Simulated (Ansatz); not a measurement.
Mg5SiN2: competing structures

Computed with DFT PBE, scalar-relativistic, plane waves, PAW (Ansatz 0.2.0). Settings: cutoff 420 eV, Γ-centred meshes spaced at most about 0.3 Å⁻¹, and about 0.25 Å⁻¹ or finer for metals (2π included), Gaussian smearing. No spin polarisation.

Formation energies are uncorrected and refer to the elements' standard structures at the same level (N₂ as a molecule).

All energies are static (0 K, no zero-point motion). The comparison covers the computed candidates alone.

Invented guesses were relaxed alike, and ends that match in structure were merged. ΔE counts from the first row. Coordination counts Mg or Si atoms around N (for each partner element, those within 1.25 times its shortest distance or 1.15 times the sum of covalent radii, where it is the nearest in units of that sum or under 1.3; a plus sign parts groups by distance over the sum of covalent radii; a slash parts the counts of unlike sites). The ends were matched against large subsets of the Crystallography Open Database and the Materials Project, so a missing match doesn't prove that a structure is unreported.

```json
{"#": "1", "reached from": "a cell proposed by chemical analogy", "type and space group": "Cmcm (No. 63)", "atoms": "16", "Å³/atom": "17.8", "coordination": "N 5", "ΔE (meV/atom)": "0", "gap on mesh (eV)": "0.00", "in databases": "no match"}
{"#": "2", "reached from": "a cell proposed by chemical analogy", "type and space group": "P3m1 (No. 156)", "atoms": "8", "Å³/atom": "16.4", "coordination": "N 5/7", "ΔE (meV/atom)": "78", "gap on mesh (eV)": "0.00", "in databases": "no match"}
{"#": "3", "reached from": "a cell proposed by chemical analogy", "type and space group": "I-4m2 (No. 119)", "atoms": "8", "Å³/atom": "16.4", "coordination": "N 2+4", "ΔE (meV/atom)": "109", "gap on mesh (eV)": "0.00", "in databases": "no match"}
```

The lowest: Space group Cmcm (No. 63), orthorhombic, a = 3.716 Å, b = 11.279 Å, c = 13.588 Å. Around Mg on a site of symmetry m lie 2 N at 2.05–2.10 Å, 1 Si at 2.59 Å, 1 Mg at 2.62 Å, 1 Mg at 2.93 Å and 1 Mg at 3.10 Å; Mg on a second site of symmetry m has 2 N at 2.07 Å, 1 N at 2.24 Å, 2 Mg at 2.76 Å, 1 Si at 2.87 Å, 1 Mg at 2.93 Å, 2 Mg at 3.14 Å and 2 Mg at 3.32 Å; Mg on a site of symmetry m2m has 2 Si at 2.68 Å, 2 N at 2.92 Å and 6 Mg at 3.10–3.14 Å; around Si lie 4 Mg at 2.59–2.68 Å and 2 Mg at 2.87 Å; around N lie 4 Mg at 2.05–2.10 Å, 1 Mg at 2.24 Å and 1 Mg at 2.92 Å. Its energy over the elements is −0.26 eV/atom. It lies below the elements, which doesn't yet make it stable against other compounds or structures. An observed structure of this formula, if there is one, may be missing.

Space group Cmcm (No. 63). a = 3.716 Å, b = 11.279 Å, c = 13.588 Å, α = 90.00°, β = 90.00°, γ = 90.00°
```csv
atom,site,symmetry,x,y,z
Mg,8f,m..,0.0000,0.0330,0.4075
Mg,8f,m..,0.0000,0.2909,0.4330
Mg,4c,m2m,0.5000,0.3345,0.2500
Si,4c,m2m,0.0000,0.1630,0.2500
N,8f,m..,0.5000,0.3638,0.4635
```

The second: Space group P3m1 (No. 156), trigonal, a = 3.881 Å, c = 10.035 Å. Mg on its first site has 1 N at 2.02 Å, 3 N at 2.57 Å and 3 Mg at 2.88 Å; around Mg on its second site lie 1 N at 2.07 Å and 3 Si at 2.57 Å; Si has 6 Mg at 2.52–2.57 Å, 1 Mg at 2.88 Å and 1 Mg at 3.20 Å; around N on its first site lie 2 Mg at 2.02–2.07 Å and 3 Mg at 2.25 Å; 4 more sites not described. Counting Mg or Si atoms around N, the first has N 5 and the second has N 5/7. Cells relaxed within their symmetry can be saddle points.

```cif
data_structure
_symmetry_space_group_name_H-M 'P3m1'
_symmetry_Int_Tables_number 156
_cell_length_a 3.8811
_cell_length_b 3.8811
_cell_length_c 10.0348
_cell_angle_alpha 90.000
_cell_angle_beta 90.000
_cell_angle_gamma 120.000
_cell_volume 130.91
loop_
_atom_site_label
_atom_site_type_symbol
_atom_site_symmetry_multiplicity
_atom_site_Wyckoff_symbol
_atom_site_fract_x
_atom_site_fract_y
_atom_site_fract_z
_atom_site_occupancy
Mg1 Mg 1 b 0.33333 0.66667 0.53518 1
Mg2 Mg 1 b 0.33333 0.66667 0.12766 1
Mg3 Mg 1 c 0.66667 0.33333 0.88684 1
Mg4 Mg 1 a 0.00000 0.00000 0.32000 1
Mg5 Mg 1 a 0.00000 0.00000 0.71482 1
Si1 Si 1 a 0.00000 0.00000 0.00154 1
N1 N 1 b 0.33333 0.66667 0.33432 1
N2 N 1 c 0.66667 0.33333 0.65963 1
```

Some candidate types were left out of the draw beforehand, so a known form may be missing.
